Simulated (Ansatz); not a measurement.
**Si (hcp type): how the settings move a single-point run**

Aim: see which settings change the result for Si (hcp type), by how much, and at what cost.

Method: reference: DFT, LDA, all-electron LAPW, scalar-relativistic, in Ansatz 0.2.0.

1 further run of the same task is left out (it didn't finish). Runs told in other sessions of the task aren't counted.

### Step 1. The starting structure

It takes space group P6_3/mmc (No. 194, hexagonal). Conventional cell: a = 2.509 Å, b = 2.509 Å, c = 4.250 Å, α = 90.00°, β = 90.00°, γ = 120.00°. Si (site symmetry -6m2) is surrounded by 12 Si at 2.51 to 2.57 Å.

As a file:

```cif
data_structure
_symmetry_space_group_name_H-M 'P6_3/mmc'
_symmetry_Int_Tables_number 194
_cell_length_a 2.5093
_cell_length_b 2.5093
_cell_length_c 4.2496
_cell_angle_alpha 90.000
_cell_angle_beta 90.000
_cell_angle_gamma 120.000
_cell_volume 23.17
loop_
_atom_site_label
_atom_site_type_symbol
_atom_site_symmetry_multiplicity
_atom_site_Wyckoff_symbol
_atom_site_fract_x
_atom_site_fract_y
_atom_site_fract_z
_atom_site_occupancy
Si1 Si 2 c 0.33333 0.66667 0.25000 1
```

### Step 2. Baseline

Contents of input.yaml:

```yaml
crystal:
  lattice:
    - [2.5093322161, 0.0, 0.0]
    - [-1.2546661081, 2.1731454457, 0.0]
    - [0.0, 0.0, 4.2495966124]
  atoms:
    - { symbol: Si, position: [0.3333333333, 0.6666666667, 0.25] }
    - { symbol: Si, position: [0.6666666667, 0.3333333333, 0.75] }
kpoints:
  mp_grid: { grid: [15, 15, 8] }
scf:
  occupations: { method: fermi_dirac, width: 0.1 }
hamiltonian:
  xc: lda
  pseudopotentials: { kind: all_electron, lapw: { basis_error: 0.001 } }
output:
  forces: true
  stress: true
  eigenvalues: true
  populations: true
```

Launch:

```console
ansatz run input.yaml --threads 1 --pin off --max-ram 2048MiB --backend cpu --events-out ev --progress --plain --runs-dir out
```

### Step 3. Changing settings: preconditioner resta, xc_grid 3

Edit input.yaml of step 2 so:

```diff
@@ -12,2 +12,3 @@
   occupations: { method: fermi_dirac, width: 0.1 }
+  mixing: { preconditioner: resta }
 hamiltonian:
@@ -20 +21,3 @@
   populations: true
+basis:
+  xc_grid: 3
```

**Question.** What will these runs give? Wanted: for each run, ending; energy change; pressure; gap; force.

**Answer**, as computed:

```csv
run,ending,energy change,pressure (GPa),gap (eV),force (eV/Å),cycles,time
reference,converged,0,24.7,0.00,0.00,5,8.4 s
"1: preconditioner resta, xc_grid 3",converged,0.0 meV/atom,24.7,0.00,0.00,5,8.2 s
```

Residual by cycle in the longest SCF loop of each run; runs are numbered as in the table. The quantity is the density residual dr2, in eV.

```csv
cycle,reference,run 1
1,0.0205,0.0205
2,0.00843,0.00428
3,2.3e-4,4.9e-5
4,6.4e-6,2.8e-6
5,8.0e-9,8.1e-10
```

What this shows: The changed input (mixing and numerical grids) leaves the energy the same to the digits printed. The structure is not at rest: the sound run finds 25 GPa, so these are no properties of the relaxed crystal. 
